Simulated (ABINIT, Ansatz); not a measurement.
# SiC (Moissanite 3C): zone-centre phonons, part 3 of 4

Which modes does SiC (Moissanite 3C) have at the zone centre?

ABINIT 10.8.3; DFT PBEsol, scalar-relativistic, plane waves, PseudoDojo norm-conserving pseudopotentials.

So far. Step 3 (Ground state): The cell stands at -0.31 GPa: the relaxation ran with a smoothed cutoff, and the difference is a stress of the finite basis. Step 5 (Zone-centre analysis): The rule moves no optical mode by more than 0.1 cm⁻¹. The relaxed cell has a = 4.357 Å (conventional setting).

### Step 7. Interpolated phonon bands

anaddb transforms the dynamical matrices to force constants, with the dipole-dipole part treated apart, and back along the path; points of the mesh come back as solved, but for the sum rule and, in polar crystals, the LO-TO term at Γ; the rest is interpolation.

anaddb.abi

```
ddb_filepath "all_DDB"
output_file "anaddb.abo"
outdata_prefix "anaddb"
ifcflag 1
ngqpt 2 2 2
nqshft 1
q1shft 0.0 0.0 0.0
asr 1
chneut 1
dipdip 1
dipquad 0
quadquad 0
enunit 0
eivec 0
nph1l 62
qph1l 
    -5.0d-06 -5.0d-06 0.0 1.0
    -0.05 -0.05 0.0 1.0
    -0.1 -0.1 0.0 1.0
    -0.15 -0.15 0.0 1.0
    -0.2 -0.2 0.0 1.0
    -0.25 -0.25 0.0 1.0
    -0.3 -0.3 0.0 1.0
    -0.35 -0.35 0.0 1.0
    -0.4 -0.4 0.0 1.0
    -0.45 -0.45 0.0 1.0
    -0.5 -0.5 0.0 1.0
    -0.4875 -0.4875 0.025 1.0
    -0.475 -0.475 0.05 1.0
    -0.4625 -0.4625 0.075 1.0
    -0.45 -0.45 0.1 1.0
    -0.4375 -0.4375 0.125 1.0
    -0.425 -0.425 0.15 1.0
    -0.4125 -0.4125 0.175 1.0
    -0.4 -0.4 0.2 1.0
    -0.3875 -0.3875 0.225 1.0
    -0.375 -0.375 0.25 1.0
    -0.375 0.0 0.375 1.0
    -0.3375 0.0 0.3375 1.0
    -0.3 0.0 0.3 1.0
    -0.2625 0.0 0.2625 1.0
    -0.225 0.0 0.225 1.0
    -0.1875 0.0 0.1875 1.0
    -0.15 0.0 0.15 1.0
    -0.1125 0.0 0.1125 1.0
    -0.075 0.0 0.075 1.0
    -0.0375 0.0 0.0375 1.0
    0.0 0.0 5.0d-06 1.0
    0.0 0.0 0.05 1.0
    0.0 0.0 0.1 1.0
    0.0 0.0 0.15 1.0
    0.0 0.0 0.2 1.0
    0.0 0.0 0.25 1.0
    0.0 0.0 0.3 1.0
    0.0 0.0 0.35 1.0
    0.0 0.0 0.4 1.0
    0.0 0.0 0.45 1.0
    0.0 0.0 0.5 1.0
    -0.05 -0.025 0.475 1.0
    -0.1 -0.05 0.45 1.0
    -0.15 -0.075 0.425 1.0
    -0.2 -0.1 0.4 1.0
    -0.25 -0.125 0.375 1.0
    -0.3 -0.15 0.35 1.0
    -0.35 -0.175 0.325 1.0
    -0.4 -0.2 0.3 1.0
    -0.45 -0.225 0.275 1.0
    -0.5 -0.25 0.25 1.0
    -0.5 -0.275 0.225 1.0
    -0.5 -0.3 0.2 1.0
    -0.5 -0.325 0.175 1.0
    -0.5 -0.35 0.15 1.0
    -0.5 -0.375 0.125 1.0
    -0.5 -0.4 0.1 1.0
    -0.5 -0.425 0.075 1.0
    -0.5 -0.45 0.05 1.0
    -0.5 -0.475 0.025 1.0
    -0.5 -0.5 0.0 1.0
```

mrgddb.in

```
all_DDB
merged
3
dfpt_gammao_DS2_DDB
dfpt_qo_DS1_DDB
dfpt_qo_DS2_DDB
```

Run with:

```console
mrgddb < mrgddb.in > mrgddb.log
OMP_NUM_THREADS=1 anaddb anaddb.abi > anaddb.log
```

anaddb.abo, the main output file:

```text
[banners, grids, parts of the stress and lines that vanish by symmetry left out]
-outvars_anaddb: echo values of input variables ----------------------

 Flags :
[...]
Dielectric Tensor and Effective Charges
[...]
Effective charge tensors after
[...]
Phonon wavevector (reduced coordinates) : -0.00000 -0.00000  0.00000
 Phonon energies in Hartree :
[...]
Phonon frequencies in cm-1    :
-  5.397199E-03  5.397216E-03  8.582852E-03  7.886607E+02  7.886607E+02
-  9.566252E+02
[...]
Phonon wavevector (reduced coordinates) : -0.05000 -0.05000  0.00000
 Phonon energies in Hartree :
[...]
Phonon frequencies in cm-1    :
-  5.345097E+01  5.345097E+01  8.551425E+01  7.877949E+02  7.877949E+02
-  9.544525E+02
[...]
Phonon wavevector (reduced coordinates) : -0.10000 -0.10000  0.00000
 Phonon energies in Hartree :
[...]
Phonon frequencies in cm-1    :
-  1.059740E+02  1.059740E+02  1.697665E+02  7.853174E+02  7.853174E+02
-  9.480147E+02
[...]
Phonon wavevector (reduced coordinates) : -0.15000 -0.15000  0.00000
 Phonon energies in Hartree :
[...]
Phonon frequencies in cm-1    :
-  1.565746E+02  1.565746E+02  2.515164E+02  7.815637E+02  7.815637E+02
-  9.375376E+02
[...]
Phonon wavevector (reduced coordinates) : -0.20000 -0.20000  0.00000
 Phonon energies in Hartree :
[...]
Phonon frequencies in cm-1    :
-  2.041463E+02  2.041463E+02  3.295572E+02  7.770210E+02  7.770210E+02
-  9.233544E+02
  Phonon wavevector (reduced coordinates) : -0.25000 -0.25000  0.00000
 Phonon energies in Hartree :
[...]
Phonon frequencies in cm-1    :
-  2.474656E+02  2.474656E+02  4.027030E+02  7.722385E+02  7.722385E+02
-  9.058777E+02
  Phonon wavevector (reduced coordinates) : -0.30000 -0.30000  0.00000
 Phonon energies in Hartree :
[...]
Phonon frequencies in cm-1    :
-  2.852374E+02  2.852374E+02  4.697173E+02  7.677364E+02  7.677364E+02
-  8.856348E+02
  Phonon wavevector (reduced coordinates) : -0.35000 -0.35000  0.00000
 Phonon energies in Hartree :
[...]
Phonon frequencies in cm-1    :
-  3.161876E+02  3.161876E+02  5.290988E+02  7.639318E+02  7.639318E+02
-  8.634692E+02
  Phonon wavevector (reduced coordinates) : -0.40000 -0.40000  0.00000
 Phonon energies in Hartree :
[...]
Phonon frequencies in cm-1    :
-  3.391838E+02  3.391838E+02  5.785164E+02  7.610982E+02  7.610982E+02
-  8.411242E+02
  Phonon wavevector (reduced coordinates) : -0.45000 -0.45000  0.00000
 Phonon energies in Hartree :
[...]
Phonon frequencies in cm-1    :
-  3.533476E+02  3.533476E+02  6.135580E+02  7.593714E+02  7.593714E+02
-  8.225356E+02
  Phonon wavevector (reduced coordinates) : -0.50000 -0.50000  0.00000
 Phonon energies in Hartree :
[...]
Phonon frequencies in cm-1    :
-  3.581306E+02  3.581306E+02  6.268428E+02  7.587939E+02  7.587939E+02
-  8.147716E+02
  Phonon wavevector (reduced coordinates) : -0.48750 -0.48750  0.02500
 Phonon energies in Hartree :
[...]
Phonon frequencies in cm-1    :
-  3.578864E+02  3.596077E+02  6.261446E+02  7.587840E+02  7.589412E+02
-  8.145309E+02
  Phonon wavevector (reduced coordinates) : -0.47500 -0.47500  0.05000
 Phonon energies in Hartree :
[...]
Phonon frequencies in cm-1    :
-  3.571531E+02  3.639628E+02  6.240669E+02  7.587557E+02  7.593599E+02
-  8.138271E+02
  Phonon wavevector (reduced coordinates) : -0.46250 -0.46250  0.07500
 Phonon energies in Hartree :
[...]
Phonon frequencies in cm-1    :
-  3.559288E+02  3.709750E+02  6.206580E+02  7.587135E+02  7.599844E+02
-  8.127145E+02
[...]
-  2.551868E+02  2.551868E+02  6.067392E+02  7.635428E+02  7.635428E+02
-  8.258492E+02
  Phonon wavevector (reduced coordinates) : -0.05000 -0.02500  0.47500
 Phonon energies in Hartree :
[...]
Phonon frequencies in cm-1    :
-  2.573110E+02  2.634368E+02  6.052437E+02  7.634326E+02  7.643694E+02
-  8.245807E+02
  Phonon wavevector (reduced coordinates) : -0.10000 -0.05000  0.45000
 Phonon energies in Hartree :
[...]
Phonon frequencies in cm-1    :
-  2.636124E+02  2.861025E+02  6.007926E+02  7.631480E+02  7.665741E+02
-  8.209992E+02
  Phonon wavevector (reduced coordinates) : -0.15000 -0.07500  0.42500
 Phonon energies in Hartree :
[...]
Phonon frequencies in cm-1    :
-  2.738647E+02  3.183677E+02  5.935103E+02  7.628197E+02  7.693687E+02
-  8.157722E+02
  Phonon wavevector (reduced coordinates) : -0.20000 -0.10000  0.40000
 Phonon energies in Hartree :
[...]
Phonon frequencies in cm-1    :
-  2.876629E+02  3.550423E+02  5.836797E+02  7.626377E+02  7.715528E+02
-  8.099882E+02
  Phonon wavevector (reduced coordinates) : -0.25000 -0.12500  0.37500
 Phonon energies in Hartree :
[...]
Phonon frequencies in cm-1    :
-  3.044071E+02  3.916171E+02  5.718975E+02  7.628113E+02  7.717871E+02
-  8.049744E+02
  Phonon wavevector (reduced coordinates) : -0.30000 -0.15000  0.35000
 Phonon energies in Hartree :
[...]
Phonon frequencies in cm-1    :
[...]
Phonon wavevector (reduced coordinates) : -0.50000 -0.47500  0.02500
 Phonon energies in Hartree :
[...]
Phonon frequencies in cm-1    :
-  3.587565E+02  3.599695E+02  6.254493E+02  7.587662E+02  7.590956E+02
-  8.142910E+02
  Phonon wavevector (reduced coordinates) : -0.50000 -0.50000  0.00000
 Phonon energies in Hartree :
[...]
Phonon frequencies in cm-1    :
-  3.581306E+02  3.581306E+02  6.268428E+02  7.587939E+02  7.587939E+02
-  8.147716E+02
-
```

Run time: 0.75 s. Hardware: 1 thread of Arm Neoverse N1, shared host.

Numbers from this step:

| Property | Result |
| --- | --- |
| lowest frequency on the path | 0 cm⁻¹ |

Anaddb, dipole-dipole term. The phonon branches at the labelled points (cm⁻¹):

```
    point  branch 1  branch 2  branch 3  branch 4  branch 5  branch 6
        Γ         0         0         0       789       789       957
  halfway       248       248       403       772       772       906
        X       358       358       627       759       759       815
  halfway       352       392       610       759       761       810
        U       333       457       567       759       763       803
jump to K       333       457       567       759       763       803
  halfway       202       305       418       773       779       883
        Γ         0         0         0       789       789       957
  halfway       178       178       396       777       777       909
        L       255       255       607       764       764       826
  halfway       304       392       572       763       772       805
        W       384       459       544       757       769       795
  halfway       371       399       595       758       764       805
        X       358       358       627       759       759       815
```

The phonon branches as a text plot (rows in cm⁻¹):

```
    937 |******                   **********
    897 |      **               **          **
    857 |        ***           *              **
    817 |           ***********                 *********   *****
    777 |********************************************************
    737 |                                                 **
    698 |
    658 |
    618 |           ****                         ***          ***
    578 |         **    ***                    **   ****    **
    538 |        *         **                           ****
    498 |                  * **               *
    458 |       *        ** *  *             *          ****
    419 |      *        *    ** *                      *    **
    379 |             **       *            *         *  ********
    339 |    **   *********      *         *         * **
    299 |       **         **   *                  ****
    259 |   *  *             **  ***      *    ******
    219 |    **                **            **
    179 |  *                     ****    *  *
    140 |   *                     ***      *
    100 | **                        **  * *
     60 | *                          *   *
     20 |*                            ***
         Γ           X  U|K            Γ         L        W     X
```

All branches are real along the path.

### Step 8. Sums over the zone

Sums over the zone need many more wavevectors than were solved, so the interpolation is sampled on a dense mesh.

anaddb.abi

```
ddb_filepath "all_DDB"
output_file "anaddb.abo"
outdata_prefix "anaddb"
ifcflag 1
ngqpt 2 2 2
nqshft 1
q1shft 0.0 0.0 0.0
asr 1
chneut 1
dipdip 1
dipquad 0
quadquad 0
prtdos 2
ng2qpt 18 18 18
dosdeltae 4.5563e-06
ntemper 11
temperinc 100.0
tempermin 0.0
```

Run with:

```console
OMP_NUM_THREADS=1 anaddb anaddb.abi > anaddb.log
```

anaddb.abo, the main output file:

```text
-outvars_anaddb: echo values of input variables ----------------------

 Flags :
     ifcflag         1
 Miscellaneous information :
         asr         1
 Interatomic Force Constants Inputs :
      dipdip         1
     dipquad         0
    quadquad         0
      ifcana         0
      ifcout         0
 Description of grid 1 :
        brav         1
       ngqpt         2         2         2
      nqshft         1
      q1shft
                     0.00000000E+00  0.00000000E+00  0.00000000E+00
 Phonon DOS information :
   dosdeltae  4.55630000E-06
    dossmear  4.55633525E-06
 Description of grid 2 (Fourier interp. or BZ sampling):
      ng2qpt        18        18        18
      ngrids         4
      q2shft         0.00000000E+00  0.00000000E+00  0.00000000E+00

================================================================================

 read the DDB information and perform some checks

  ==== Info on the Cryst% object ====
 Real(R)+Recip(G) space primitive vectors, cartesian coordinates (Bohr,Bohr^-1):
 R(1)=  0.0000000  4.1172364  4.1172364  G(1)= -0.1214407  0.1214407  0.1214407
 R(2)=  4.1172364  0.0000000  4.1172364  G(2)=  0.1214407 -0.1214407  0.1214407
 R(3)=  4.1172364  4.1172364  0.0000000  G(3)=  0.1214407  0.1214407 -0.1214407
 Unit cell volume ucvol=  1.3958778E+02 bohr^3
 Angles (23,13,12)=  6.00000000E+01  6.00000000E+01  6.00000000E+01 degrees
 Time-reversal symmetry is present
 Reduced atomic positions [iatom, xred, symbol]:
    1)    0.0000000  0.0000000  0.0000000  Si
    2)    0.2500000  0.2500000  0.2500000   C

 DDB file with 3 blocks has been read.

================================================================================

 Dielectric Tensor and Effective Charges

 anaddb : Zero the imaginary part of the Dynamical Matrix at Gamma,
   and impose the ASR on the effective charges

 The violation of the charge neutrality conditions
 by the effective charges is as follows :
    atom        electric field
 displacement     direction
       1               1       -0.008008        0.000000
       1               2        0.000000        0.000000
       1               3        0.000000        0.000000
       2               1        0.000000        0.000000
       2               2       -0.008008        0.000000
       2               3       -0.000000        0.000000
       3               1       -0.000000        0.000000
       3               2       -0.000000        0.000000
       3               3       -0.008008        0.000000

 Effective charge tensors after
 imposition of the charge neutrality (if requested by user),
 and eventual restriction to some part :
   atom    displacement
         1         1    2.705232E+00    2.218323E-17   -3.169897E-17
         1         2    2.218323E-17    2.705232E+00    3.179556E-17
         1         3   -2.218323E-17   -2.218323E-17    2.705232E+00
         2         1   -2.705232E+00   -2.218323E-17    3.169897E-17
         2         2   -2.218323E-17   -2.705232E+00   -3.179556E-17
         2         3    2.218323E-17    2.218323E-17   -2.705232E+00
 Now, the imaginary part of the dynamical matrix is zeroed

================================================================================

 Calculation of the interatomic forces

       Homogeneous q point set in the B.Z.
 Grid q points  :        8
  1)   0.00000000E+00  0.00000000E+00  0.00000000E+00
  2)   5.00000000E-01  0.00000000E+00  0.00000000E+00
  3)   0.00000000E+00  5.00000000E-01  0.00000000E+00
  4)   5.00000000E-01  5.00000000E-01  0.00000000E+00
  5)   0.00000000E+00  0.00000000E+00  5.00000000E-01
  6)   5.00000000E-01  0.00000000E+00  5.00000000E-01
  7)   0.00000000E+00  5.00000000E-01  5.00000000E-01
  8)   5.00000000E-01  5.00000000E-01  5.00000000E-01

 The interatomic forces have been obtained

================================================================================

 Calculation of phonon density of states

 Average speed of sound partial sums:     0.3639327935E-02 (at units)
-                                   =           7.9617 [km/s]

 Debye frequency from partial sums:     0.2734570063E-02 (Ha)
-                                 =     0.1799260667E+02 (THz)
-Debye temperature from partial sums:     0.8635089295E+03 (K)

 Average speed of sound partial sums:     0.3639327935E-02 (at units)
-                                   =           7.9617 [km/s]

 Debye frequency from partial sums:     0.2734570063E-02 (Ha)
-                                 =     0.1799260667E+02 (THz)
-Debye temperature from partial sums:     0.8635089295E+03 (K)

 Average speed of sound:     0.3769538520E-02 (at units)
-                      =           8.2466 [km/s]

 Debye frequency from DOS:     0.2832409547E-02 (Ha)
-                        =     0.1863635955E+02 (THz)
-Debye temperature from DOS:     0.8944041950E+03 (K)

-
```

It took 9.4 s on 1 thread.

This step gave:

```yaml
share_of_modes_beyond_3i_cm_minus1_on_the_dense_interpolated_mesh: 0
```

The phonon density of states has structure finer than the step of the table below, so its rows give means over 50 cm⁻¹, whole bins alone (the curve runs from 0 to 1002 cm⁻¹). Peaks (cm⁻¹: height): 552.0: 0.0127, 762.0: 0.106, 804.0: 0.0252.

Tetrahedra. Table of phonon density of states by wavenumber; means over each step:

wavenumber (cm⁻¹), phonon density of states (1/cm⁻¹/cell) and a bar:
```
       50      0.000 
      100      0.001 #
      150      0.002 ##
      200      0.003 ###
      250      0.007 #######
      300      0.010 ##########
      350      0.010 ##########
      400      0.006 ######
      450      0.005 #####
      500      0.003 ###
      550      0.009 #########
      600      0.003 ###
      650      0.000 
      700      0.000 
      750      0.030 ##############################
      800      0.019 ###################
      850      0.006 ######
      900      0.003 ###
      950      0.001 #
```

[end of part 3 of 4]

[Host names and launcher messages were left out of these logs when they were recorded.]

[Logs are printed without paths, hosts, clocks, repeated set-up lines and the standing remarks that a program may print on its own settings, such as how far it seeks lower states.]

[Hosts, paths, dates, database ids (printed as entryN), source tags and the programs' standing remarks are cut or masked in the printed files.]
